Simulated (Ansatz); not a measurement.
What strain does to AlN (P6_3mc)

AlN (started from an entry of an open crystallographic database), relaxed with r2SCAN in the PAW code Ansatz. The symmetry is P6_3mc (No. 186, hexagonal); a = 3.107 Å, c = 4.979 Å in the conventional setting, 10.40 Å³ an atom. Al is surrounded by 4 N at 1.89–1.90 Å; N is surrounded by 4 Al at 1.89–1.90 Å.

The axes x, y and z are those of this cell:
```
Al N
1.0
     3.10669    0.00000    0.00000
    -1.55335    2.69048    0.00000
     0.00000    0.00000    4.97859
Al N
2 2
Direct
  0.33333 0.66667 0.99920
  0.66667 0.33333 0.49920
  0.33333 0.66667 0.38080
  0.66667 0.33333 0.88080
```

Unstrained: The PBE gap is direct at Γ: 4.232 eV. With r2SCAN the gap is 4.880 eV and direct, at Γ. HSE06 gives a direct gap of 5.599 eV at Γ. Meshes: PBE 12×12×6, r2SCAN 12×12×6, HSE06 6×6×4. Strains are changes of length per length. After each strain the atoms were relaxed again with r2SCAN within the symmetry that the strain leaves, so tilts or polar shifts that break it weren't tested; points keep the names that they have in the unstrained zone. (Simulation; spin polarisation is off.)

Changes of the least gap in eV (an overlap counts as a negative gap):
```
                                                       strain  volume change (%)  space group     PBE  r2SCAN   HSE06  energy rise, r2SCAN (meV/atom)
                                     uniaxial -5.28 % along y               -5.3       Cmc2_1  +0.362  +0.391  +0.426                            38.7
                            isotropic -3.98 % on every length              -11.5       P6_3mc  +0.869  +0.892  +0.835                           109.5
epitaxial +5.34 % in the xy plane, free normal strain -3.58 %               +7.0       P6_3mc  -1.031  -1.089  -1.101                            78.7
                           biaxial -1.26 % in x and y, z held               -2.5       P6_3mc  +0.288  +0.302  +0.309                             5.8
```

Uniaxial -5.28 % along y, other directions held. HSE06: the gap goes from 5.599 to 6.025 eV (+0.426 eV). Stress change with r2SCAN, compression positive: xx +9.42, yy +23.06, zz +5.97 GPa.

Isotropic -3.98 % on every length. HSE06: the gap goes from 5.599 to 6.434 eV (+0.835 eV); it turns from direct (Γ) to indirect (Γ → K); with r2SCAN the top three valence levels at Γ, grouped 1+2 from the top over 223 meV, become 1+2 over 271 meV. Stress change with r2SCAN, compression positive: xx +33.46, yy +33.46, zz +30.27 GPa.

Epitaxial +5.34 % in the xy plane, free normal strain -3.58 %. HSE06: the gap goes from 5.599 to 4.498 eV (-1.101 eV); with r2SCAN the top three valence levels at Γ, grouped 1+2 from the top over 223 meV, become 1+2 over 783 meV. Stress change with r2SCAN, compression positive: xx -20.58, yy -20.58, zz 0.00 GPa.

Biaxial -1.26 % in x and y, z held. HSE06: the gap goes from 5.599 to 5.908 eV (+0.309 eV); with r2SCAN the top three valence levels at Γ, grouped 1+2 from the top over 223 meV, become 1+2 over 113 meV. Stress change with r2SCAN, compression positive: xx +7.26, yy +7.26, zz +2.81 GPa.

The meshes of the hybrids are coarse, so their gaps aren't converged to the digits shown.

The splittings at Γ are without spin-orbit coupling, which regroups them where it is of like size or larger.
